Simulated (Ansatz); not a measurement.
A run of Ansatz 0.2.0 is set up as follows.

input.yaml

```yaml
crystal:
  lattice:
    - [-1.805, 1.805, 1.805]
    - [1.805, -1.805, 1.805]
    - [1.805, 1.805, -1.805]
  atoms:
    - { symbol: Hf, position: [0.0, 0.0, 0.0] }
hamiltonian:
  xc: pbesol
  pseudopotentials: { kind: paw }
  dispersion: d4
kpoints:
  mp_grid: { grid: [10, 10, 10] }
scf:
  occupations: { method: fermi_dirac, width: 0.05 }
output:
  forces: true
  stress: true
  eigenvalues: true
relax:
  f_tol: 0.01
  max_steps: 40
  cell: { stress_tol: 0.05 }
```

Potentials or basis: Ansatz PAW.

Launch:

```bash
$ ansatz run input.yaml --threads 2 --pin off --max-ram 5632MiB --backend cpu --events-out ev --progress --plain --runs-dir out
```

**Question.** What does it give for the space group after relaxing (to 0.05 Å)?

**Answer.** Im-3m (No. 229).

**Question.** Estimate the relaxed volume.

**Answer.** 21.11 Å³/atom.

**Question.** What does it give for the relaxed cell?

**Answer.** a = 3.016 Å, b = 3.016 Å, c = 3.016 Å, α = 109.47°, β = 109.47°, γ = 109.47°.

**Question.** Estimate the band gap on the k mesh.

**Answer.** None (metal or under the smearing width).

Step by step:
| step | energy change (eV) | largest force (eV/Å) | volume (Å³) |
| --- | --- | --- | --- |
| 1 | 0.0000 | 0.0000 | 23.52 |
| 2 | -0.0676 | 0.0000 | 20.25 |
| 3 | -0.0797 | 0.0000 | 21.22 |
| 4 | -0.0799 | 0.0000 | 21.11 |
| 5 | -0.0794 | 0.0000 | 21.11 |

Caveat: the plane-wave basis is chosen anew once the cell has moved, so the energies of steps on either side of that aren't comparable; the volume moved by -10 % from the deposited cell, more than functionals usually miss; pairwise dispersion overbinds metals, which lowers pressure and volume; the PAW data sets come from PBE, with cores solved anew for the run's functional, which leaves a small shift of forces and pressure. Spin-orbit coupling is left out, which matters for the levels of Hf.
